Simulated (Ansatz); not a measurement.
AlAu:

```
Au Al
1.0
     3.22394    0.00000    0.00000
     0.00000    3.22394    0.00000
     0.00000    0.00000    3.22394
Au Al
1 1
Direct
  0.50000 0.50000 0.50000
  0.00000 0.00000 0.00000
```

The cell comes from a database or a generator and needn't be the stable form of this composition.

Program: Ansatz 0.2.0. Alike in all runs: task projected density of states; potentials or basis Ansatz PAW; no spin polarisation; cell as given; k mesh 5 × 5 × 5; cutoff (eV) 420; smearing fermi-dirac 0.05 eV; the mesh is coarse, so values aren't converged.

**Question.** Order these runs on this cell by their pressure, lowest first.
A. level LDA
B. level PBE0
C. level PBEsol

**Answer.** A (-6.4 GPa), C (-3.4 GPa), B (-1.2 GPa).

Caveats: all runs use coarse meshes; the PAW data sets come from PBE, with cores solved anew for the run's functional, which leaves a small shift of forces and pressure; the thresholds are loose for stress (some runs).
